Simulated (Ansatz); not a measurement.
# Bi (R-3m) in Ansatz: a series of runs

The runs below take Bi through single point, band structure, with PBEsol.

Program: Ansatz 0.2.0. These are calculated values, not measurements. Logs are shortened: lines on timing, memory, paths and dates and some standing lists are left out, and cuts for length are marked.

### Step 1. Starting point

The structure is trigonal, space group R-3m (No. 166). Conventional cell: a = 4.535 Å, b = 4.535 Å, c = 11.814 Å, α = 90.00°, β = 90.00°, γ = 120.00°. Around Bi (site symmetry 3m) lie 6 Bi at 3.06 to 3.52 Å.

### Step 2. Single point, PBEsol, 32.97 Å³/atom (volume scaled by 0.94)

Input file input.yaml:

```yaml
crystal:
  lattice:
    - [2.2212115015, 1.2824170583, 3.8576100961]
    - [-2.2212115015, 1.2824170583, 3.8576100961]
    - [0.0, -2.5648341167, 3.8576100961]
  atoms:
    - { symbol: Bi, position: [0.766, 0.766, 0.766] }
    - { symbol: Bi, position: [0.234, 0.234, 0.234] }
kpoints:
  mp_grid: { grid: [7, 7, 7] }
scf:
  occupations: { method: fermi_dirac, width: 0.05 }
hamiltonian:
  xc: pbesol
  pseudopotentials: { kind: all_electron, lapw: { basis_error: 0.0005 } }
output:
  forces: true
  stress: true
  eigenvalues: true
```

Potentials or basis: all-electron LAPW, scalar-relativistic.

Command:

```bash
$ ansatz run input.yaml --threads 1 --pin off --max-ram 3072MiB --backend cpu --events-out ev --progress --plain --runs-dir out
```

Standard output:

```text
Warning: RAYON_NUM_THREADS=1 ignored (pool sized by the plan → 1); use --threads N
LAPW: plane waves up to 7.987 Å⁻¹, error target 5.0e-4 eV per atom; small_component_spin mean_spin; Bi in spheres of 1.501 Å, 37 of its electrons in bands, Dirac shells [] (how accurate: hamiltonian.pseudopotentials.lapw.basis_error, Limitations)
Engine: ansatz 0.2.0, aarch64-unknown-linux-gnu
Pseudopotentials: kind: all_electron
Pseudopotential: Bi, LAPW, valence charge 37, lapw/all_electron/scalar/gaussian/Bi, Koelling and Harmon's equation, gaussian nucleus
Functional definition: PBEsol
  exchange = pbesol_x
  correlation = pbesol_c
Crystal: 2 atoms, lattice volume = 65.931 Å³
Basis set: ecut = 243.0731639682921 eV, 549 PW (Γ), exchange–correlation at level 2
Bands: 45, of which v1, the nominal top of the filled ones, is band 37 counted from 1 (36 counted from 0)
Symmetry: 12 space group operations
Space group: R-3m (ITA 166), of the structure as read, at distance tolerance 4.0e-5 Å
k-points: 44 of 343
Non-local potential: Bi, projectors of the file, none
Initial density: superposition of atomic densities (chi_scale 0.1, normalization cell)
Initial wavefunctions: plane waves of lowest kinetic energy (no species holds an atomic orbital)
Functional: x = pbesol(κ = 0.804, μ = 0.12345679012345678), c = pbesol(β = 0.046)
iter 1 solved again at ethr=6.63e-5 eV; its pass at ethr=1.00e-1 eV (dr2=4.90e-2 eV) is discarded
SCF iter   1: F=—  HF=-1171102.922274 eV  |F-HF|=—  |Δ(HF+E_count)|=         —  Δρ=9.29e-3  dr2=4.92e-2  ethr=6.63e-5  ⟨swp⟩=3.0  Hψ=12387  notcnv=0
preconditioner: auto → Resta (q_TF=auto, 2.781 Å⁻¹)  ε∞=2.2  [insulator: Δε(μ)=0.295 eV  Ē_g=23.250 eV  σ=0.050 eV  W_gap=0.89  n_scr=20 (ndim 8)  ℏωp=25.0 eV  f_vac=0.131  D(μ)=0.11/eV (n_scr^D=0)  ε∞_Penn≈2.2]
SCF iter   2: F=—  HF=-1171102.912283 eV  |F-HF|=—  |Δ(HF+E_count)|=   9.99e-3  Δρ=5.48e-3  dr2=1.95e-2  ethr=6.63e-5  ⟨swp⟩=2.0  Hψ=5759  notcnv=0
iter 3 solved again at ethr=1.09e-6 eV; its pass at ethr=2.63e-5 eV (dr2=8.09e-4 eV) is discarded
SCF iter   3: F=—  HF=-1171102.911190 eV  |F-HF|=—  |Δ(HF+E_count)|=   1.09e-3  Δρ=1.13e-3  dr2=8.08e-4  ethr=1.09e-6  ⟨swp⟩=2.0  Hψ=9767  notcnv=0
SCF iter   4: F=—  HF=-1171102.910268 eV  |F-HF|=—  |Δ(HF+E_count)|=         —  Δρ=2.72e-4  dr2=7.76e-5  ethr=1.09e-6  ⟨swp⟩=2.0  Hψ=5759  notcnv=0
the basis was enlarged: its passes take 94.9 KiB over the memory plan, 1 of 1 planned eigensolver slots
SCF iter   5: F=—  HF=-1171102.910276 eV  |F-HF|=—  |Δ(HF+E_count)|=   7.89e-6  Δρ=9.14e-5  dr2=9.26e-6  ethr=1.05e-7  ⟨swp⟩=2.0  Hψ=5759  notcnv=0
SCF iter   6: F=—  HF=-1171102.910277 eV  |F-HF|=—  |Δ(HF+E_count)|=   1.84e-6  Δρ=2.10e-5  dr2=3.95e-7  ethr=1.25e-8  ⟨swp⟩=2.8  Hψ=5829  notcnv=0
SCF iter   7: F=-1171102.910278 eV  HF=-1171102.910278 eV  |F-HF|=4.28e-8  |Δ(HF+E_count)|=   3.67e-7  Δρ=4.63e-6  dr2=2.61e-8  ethr=5.34e-10  ⟨swp⟩=3.0  Hψ=5918  notcnv=0
SCF 1 converged in 7 iterations: F = -1171102.910278 eV  dr2 = 2.61e-8
SCF converged after 7 iterations
Free energy (F): -1171102.910278 eV
Harris-Foulkes:  -1171102.910278 eV  (|F-HF|=4.28e-8)
Internal energy: -1171102.909044 eV  (E = F + TS)
E sigma→0 (E₀):  -1171102.909661 eV
Entropy (-TS):   -0.001234 eV (-0.617 meV/atom)
Fermi energy:    14.349262 eV
--- Per-component energies (eV) ---
  E_band       = -5301.798132
  E_kinetic    = 1355580.389332
  E_xc         = -21300.374166
  E_electrostatic = -2505382.924209  (all electrons and nuclei)
  E_smearing   = -0.001234  (= −TS)
  E_closure    = 0.000000  (closes the sum)
  E_atoms      = -1171094.363200  (free atoms, spherical and without spin; not in F)
  Σ components = -1171102.910278   (vs F -1171102.910278, Δ=0.00e0)
  Basis errors (estimates in eV, not in F): energy 2.0e-4 per atom: plane waves 1.8e-4 (1.0e-4 summed), levels above the bands 1.4e-72, relativity 6.7e-9, radial functions 2.3e-5, core shells 7.3e-8; eigenvalues (radial functions only) 6.1e-7; not estimated: angular momenta, meshes, grids; target (lapw.basis_error) 5.0e-4; muffin-tin radii Bi 1.501 Å
--- Forces (eV/Å), atoms counted from 1 ---
  atom   1  Bi    -0.00000000     0.00000000    -0.43400646
  atom   2  Bi     0.00000000    -0.00000000     0.43400646
  max |Σ_I F_I| component: 5.55e-17 eV/Å
--- Stress (GPa, compression-positive) ---
        3.377947       0.000000      -0.000000
        0.000000       3.377947       0.000000
       -0.000000       0.000000       2.596523
  P = ⅓ Tr σ = 3.1175 GPa (31.175 kbar)
--- Band table (eV; the first three rows and the last of 44) ---
  k-point 0: bands = ["-138.6584", "-138.6581", "-133.8033", "-133.8033", "-133.8032", "-133.8031", "-133.8017", "-133.8017", "-133.8017", "-133.8017", "-133.8011", "-133.8011", "-133.8011", "-133.8011", "-133.8011", "-133.8010", "-76.8668", "-76.8668", "-76.8618", "-76.8610", "-76.8610", "-76.8574", "-8.5676", "-8.5676", "-8.3812", "-8.3812", "-8.3610", "-8.1499", "-8.1348", "-8.1348", "-7.9891", "-7.9891", "0.8911", "7.2659", "12.8311", "13.1299", "13.1299", "17.0302", "17.5460", "17.5460", "20.0783", "20.2125", "20.2125", "20.6125", "20.8029"]
  k-point 1: bands = ["-138.6584", "-138.6581", "-133.8033", "-133.8033", "-133.8032", "-133.8031", "-133.8017", "-133.8017", "-133.8017", "-133.8017", "-133.8011", "-133.8011", "-133.8011", "-133.8011", "-133.8011", "-133.8010", "-76.8667", "-76.8666", "-76.8624", "-76.8610", "-76.8604", "-76.8575", "-8.5497", "-8.5448", "-8.3732", "-8.3670", "-8.3485", "-8.1621", "-8.1468", "-8.1424", "-8.0144", "-8.0083", "1.0999", "6.7382", "12.9078", "13.1135", "13.1849", "16.5775", "16.8509", "17.0712", "19.3717", "20.0038", "20.4547", "22.2111", "22.5896"]
  k-point 2: bands = ["-138.6584", "-138.6581", "-133.8033", "-133.8033", "-133.8032", "-133.8031", "-133.8017", "-133.8017", "-133.8017", "-133.8017", "-133.8011", "-133.8011", "-133.8011", "-133.8011", "-133.8011", "-133.8011", "-76.8667", "-76.8663", "-76.8633", "-76.8610", "-76.8596", "-76.8578", "-8.5032", "-8.4810", "-8.3551", "-8.3286", "-8.3115", "-8.2031", "-8.1807", "-8.1588", "-8.0799", "-8.0570", "1.7130", "5.5050", "12.9423", "13.1105", "13.4715", "15.3420", "15.9485", "16.1696", "19.8467", "20.8616", "21.5064", "24.7927", "25.2597"]
  k-point 43: bands = ["-138.6584", "-138.6581", "-133.8033", "-133.8033", "-133.8032", "-133.8031", "-133.8017", "-133.8017", "-133.8017", "-133.8017", "-133.8011", "-133.8011", "-133.8011", "-133.8011", "-133.8011", "-133.8010", "-76.8665", "-76.8664", "-76.8625", "-76.8613", "-76.8600", "-76.8581", "-8.4595", "-8.4595", "-8.3384", "-8.3296", "-8.3087", "-8.1967", "-8.1742", "-8.1697", "-8.1148", "-8.1093", "2.4076", "4.4199", "11.5241", "13.1131", "13.5158", "15.6077", "15.9549", "17.6923", "20.9121", "21.9820", "22.5812", "24.7026", "25.4802"]
```

Wall time 20 s (1 thread of Arm Neoverse V2, shared host); peak memory 0.38 GiB.

What came out:

```
Free energy            : -1171102.9103 eV
Pressure               : 3.1 GPa
Largest force          : 0.434 eV/Å
Band gap on the k mesh : 0.29 eV, indirect (least direct gap 0.56 eV)
```

Caveat: spin-orbit coupling is left out, which as a rule narrows the gap of such compounds by several tenths of an eV; an odd mesh through Γ misses points on the zone boundary, where band edges often lie.

### Step 3. Single point, PBEsol, 33.67 Å³/atom (volume scaled by 0.96)

Changes to input.yaml since step 2:

```diff
@@ -2,5 +2,5 @@
   lattice:
-    - [2.2212115015, 1.2824170583, 3.8576100961]
-    - [-2.2212115015, 1.2824170583, 3.8576100961]
-    - [0.0, -2.5648341167, 3.8576100961]
+    - [2.2368543514, 1.2914484619, 3.8847772595]
+    - [-2.2368543514, 1.2914484619, 3.8847772595]
+    - [0.0, -2.5828969239, 3.8847772595]
   atoms:
```

Potentials or basis: all-electron LAPW, scalar-relativistic.

Command:

```bash
$ ansatz run input.yaml --threads 1 --pin off --max-ram 3072MiB --backend cpu --events-out ev --progress --plain --runs-dir out
```

Run time: 20 s. Hardware: 1 thread of Arm Neoverse V2, shared host; peak memory 0.38 GiB.

It converged, with:

| Quantity | Value |
| --- | --- |
| Free energy | -1171102.9318 eV |
| Pressure | 1.8 GPa |
| Largest force | 0.326 eV/Å |
| Band gap on the k mesh | 0.28 eV, indirect (least direct gap 0.54 eV) |

Caveat: spin-orbit coupling is left out, which as a rule narrows the gap of such compounds by several tenths of an eV; an odd mesh through Γ misses points on the zone boundary, where band edges often lie.

### Step 4. Single point, PBEsol, 34.37 Å³/atom (volume scaled by 0.98)

Changes to input.yaml since step 3:

```diff
@@ -2,5 +2,5 @@
   lattice:
-    - [2.2368543514, 1.2914484619, 3.8847772595]
-    - [-2.2368543514, 1.2914484619, 3.8847772595]
-    - [0.0, -2.5828969239, 3.8847772595]
+    - [2.2522814206, 1.3003552845, 3.9115696734]
+    - [-2.2522814206, 1.3003552845, 3.9115696734]
+    - [0.0, -2.600710569, 3.9115696734]
   atoms:
```

Command:

```bash
$ ansatz run input.yaml --threads 1 --pin off --max-ram 3072MiB --backend cpu --events-out ev --progress --plain --runs-dir out
```

Wall time 19 s (1 thread of Arm Neoverse V2, shared host); peak memory 0.38 GiB.

It converged, with:

```yaml
Free_energy: -1171102.9428 eV
Pressure: 0.7 GPa
Largest_force: 0.225 eV/Å
Band_gap_on_the_k_mesh: 0.27 eV, indirect (least direct gap 0.53 eV)
```

Caveat: spin-orbit coupling is left out, which as a rule narrows the gap of such compounds by several tenths of an eV; an odd mesh through Γ misses points on the zone boundary, where band edges often lie.

### Step 5. Single point, PBEsol, 35.07 Å³/atom

Changes to input.yaml since step 4:

```diff
@@ -2,5 +2,5 @@
   lattice:
-    - [2.2522814206, 1.3003552845, 3.9115696734]
-    - [-2.2522814206, 1.3003552845, 3.9115696734]
-    - [0.0, -2.600710569, 3.9115696734]
+    - [2.2675, 1.3091417354, 3.938]
+    - [-2.2675, 1.3091417354, 3.938]
+    - [0.0, -2.6182834708, 3.938]
   atoms:
```

Command:

```bash
$ ansatz run input.yaml --threads 1 --pin off --max-ram 3072MiB --backend cpu --events-out ev --progress --plain --runs-dir out
```

It took 19 s on 1 thread of Arm Neoverse V2, shared host; peak memory 0.38 GiB.

The run converged. Its results:

| Item | Value |
| --- | --- |
| Free energy | -1171102.9442 eV |
| Pressure | -0.3 GPa |
| Largest force | 0.131 eV/Å |
| Band gap on the k mesh | 0.26 eV, indirect (least direct gap 0.52 eV) |

Caveat: spin-orbit coupling is left out, which as a rule narrows the gap of such compounds by several tenths of an eV; an odd mesh through Γ misses points on the zone boundary, where band edges often lie.

### Step 6. Single point, PBEsol, 35.77 Å³/atom (volume scaled by 1.02)

Changes to input.yaml since step 5:

```diff
@@ -2,5 +2,5 @@
   lattice:
-    - [2.2675, 1.3091417354, 3.938]
-    - [-2.2675, 1.3091417354, 3.938]
-    - [0.0, -2.6182834708, 3.938]
+    - [2.2825169939, 1.3178118009, 3.9640802302]
+    - [-2.2825169939, 1.3178118009, 3.9640802302]
+    - [0.0, -2.6356236018, 3.9640802302]
   atoms:
```

Potentials or basis: all-electron LAPW, scalar-relativistic.

Command:

```bash
$ ansatz run input.yaml --threads 1 --pin off --max-ram 3072MiB --backend cpu --events-out ev --progress --plain --runs-dir out
```

Wall time 19 s (1 thread of Arm Neoverse V2, shared host); peak memory 0.37 GiB.

It converged, with:

```yaml
Free_energy: -1171102.9372 eV
Pressure: -1.2 GPa
Largest_force: 0.043 eV/Å
Band_gap_on_the_k_mesh: 0.25 eV, indirect (least direct gap 0.51 eV)
```

Caveat: spin-orbit coupling is left out, which as a rule narrows the gap of such compounds by several tenths of an eV; an odd mesh through Γ misses points on the zone boundary, where band edges often lie.

### Step 7. Single point, PBEsol, 36.47 Å³/atom (volume scaled by 1.04)

Changes to input.yaml since step 6:

```diff
@@ -2,5 +2,5 @@
   lattice:
-    - [2.2825169939, 1.3178118009, 3.9640802302]
-    - [-2.2825169939, 1.3178118009, 3.9640802302]
-    - [0.0, -2.6356236018, 3.9640802302]
+    - [2.2973389482, 1.3263692602, 3.9898217322]
+    - [-2.2973389482, 1.3263692602, 3.9898217322]
+    - [0.0, -2.6527385203, 3.9898217322]
   atoms:
```

Command:

```bash
$ ansatz run input.yaml --threads 1 --pin off --max-ram 3072MiB --backend cpu --events-out ev --progress --plain --runs-dir out
```

Wall time 19 s (1 thread of Arm Neoverse V2, shared host); peak memory 0.37 GiB.

Results (log left out):

* Free energy: -1171102.9227 eV
* Pressure: -2.1 GPa
* Largest force: 0.040 eV/Å
* Band gap on the k mesh: 0.24 eV, indirect (least direct gap 0.49 eV)

Caveat: spin-orbit coupling is left out, which as a rule narrows the gap of such compounds by several tenths of an eV; an odd mesh through Γ misses points on the zone boundary, where band edges often lie.

### Step 8. Single point, PBEsol, 37.17 Å³/atom (volume scaled by 1.06)

Changes to input.yaml since step 7:

```diff
@@ -2,5 +2,5 @@
   lattice:
-    - [2.2973389482, 1.3263692602, 3.9898217322]
-    - [-2.2973389482, 1.3263692602, 3.9898217322]
-    - [0.0, -2.6527385203, 3.9898217322]
+    - [2.3119720748, 1.3348176998, 4.0152352947]
+    - [-2.3119720748, 1.3348176998, 4.0152352947]
+    - [0.0, -2.6696353996, 4.0152352947]
   atoms:
```

Command:

```bash
$ ansatz run input.yaml --threads 1 --pin off --max-ram 3072MiB --backend cpu --events-out ev --progress --plain --runs-dir out
```

Wall time 19 s (1 thread of Arm Neoverse V2, shared host); peak memory 0.37 GiB.

Results (log left out):

* Free energy: -1171102.9014 eV
* Pressure: -2.8 GPa
* Largest force: 0.117 eV/Å
* Band gap on the k mesh: 0.24 eV, indirect (least direct gap 0.48 eV)

Caveat: spin-orbit coupling is left out, which as a rule narrows the gap of such compounds by several tenths of an eV; an odd mesh through Γ misses points on the zone boundary, where band edges often lie.

### Step 9. Band structure, PBEsol

Input file input.yaml:

```yaml
crystal:
  lattice:
    - [2.2675, 1.3091417354, 3.938]
    - [-2.2675, 1.3091417354, 3.938]
    - [0.0, -2.6182834708, 3.938]
  atoms:
    - { symbol: Bi, position: [0.766, 0.766, 0.766] }
    - { symbol: Bi, position: [0.234, 0.234, 0.234] }
kpoints:
  mp_grid: { grid: [7, 7, 7] }
  band_path:
    path:
      - [0.0, 0.0, 0.0]
      - [0.5, 0.0, 0.0]
      - [0.5, 0.2403434496, -0.2403434496]
    npoints: 12
scf:
  occupations: { method: fermi_dirac, width: 0.05 }
hamiltonian:
  xc: pbesol
  pseudopotentials: { kind: all_electron, lapw: { basis_error: 0.001 } }
output:
  forces: true
  stress: true
  eigenvalues: true
```

Potentials or basis: all-electron LAPW, scalar-relativistic.

Command:

```bash
$ ansatz run input.yaml --threads 1 --pin off --max-ram 3072MiB --backend cpu --events-out ev --progress --plain --runs-dir out
```

Run time: 30 s. Hardware: 1 thread of Arm Neoverse V1, shared host; peak memory 0.34 GiB.

The run converged. Its results:

- Free energy: -1171102.9440 eV
- Pressure: -0.3 GPa
- Largest force: 0.131 eV/Å
- Band gap along the path: none (metal or under the smearing width)

Forces on the atoms (eV/Å):
```
Bi   0.000  0.000 -0.131
Bi   0.000  0.000  0.131
```

Stress tensor (GPa, compression positive):
```
-0.27  0.00  0.00
 0.00 -0.27  0.00
 0.00  0.00 -0.46
```

Levels at the corners of the path, in eV from the Fermi level:
| point | band 35 | band 36 | band 37 | band 38 | band 39 | band 40 |
| --- | --- | --- | --- | --- | --- | --- |
| Γ | -1.37 | -1.11 | -1.11 | 2.61 | 3.08 | 3.08 |
| L | -1.22 | -1.08 | -0.17 | -0.16 | 0.63 | 1.12 |
| B1 | -4.01 | -3.92 | -0.30 | 0.88 | 5.08 | 5.10 |

Caveat: spin-orbit coupling is left out, which moves the levels of the heavy elements.
